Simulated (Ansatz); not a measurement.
Crystal: Si.

```
Si
1.0
     2.62054    0.00000    0.00000
    -1.31027    2.26946    0.00000
     0.00000    0.00000    2.46635
Si
1
Direct
  0.00000 0.00000 0.00000
```

This isn't the form of Si at room conditions, which is diamond.

```yaml
Program: Ansatz 0.2.0
Task: relaxation of cell and atoms
Functional: PBEsol
Dispersion: D4
Potentials_or_basis: Ansatz PAW
Cutoff: "420 eV (not typed: the program's choice for these potentials)"
k_mesh: 12 × 12 × 11
Occupations: fermi-dirac, width 0.05 eV
Spin: no spin polarisation
```

At the start: volume 14.67 Å³/atom.

**Question.** How do energy, volume and symmetry change on relaxing?

**Answer.** It ends after 5 steps and the volume is 14.40 Å³/atom (-1.8 %); space group P6/mmm (No. 191, to 0.05 Å).

Step by step:
```
step  energy change (eV)  largest force (eV/Å)  volume (Å³)
   1              0.0000                0.0000        14.67
   2             -0.0034                0.0000        14.46
   3             -0.0036                0.0000        14.40
   4             -0.0036                0.0000        14.40
   5             -0.0036                0.0000        14.40
```

Final structure:
```cif
data_structure
_symmetry_space_group_name_H-M 'P 1'
_symmetry_Int_Tables_number 1
_cell_length_a 2.5934
_cell_length_b 2.5934
_cell_length_c 2.4727
_cell_angle_alpha 90.000
_cell_angle_beta 90.000
_cell_angle_gamma 120.000
_cell_volume 14.40
loop_
_atom_site_label
_atom_site_type_symbol
_atom_site_fract_x
_atom_site_fract_y
_atom_site_fract_z
_atom_site_occupancy
Si1 Si 0.00000 0.00000 0.00000 1
```

Caveat: the plane-wave basis is chosen anew once the cell has moved, so the energies of steps on either side of that aren't comparable; pairwise dispersion overbinds metals, which lowers pressure and volume; the PAW data sets come from PBE, with cores solved anew for the run's functional, which leaves a small shift of forces and pressure.
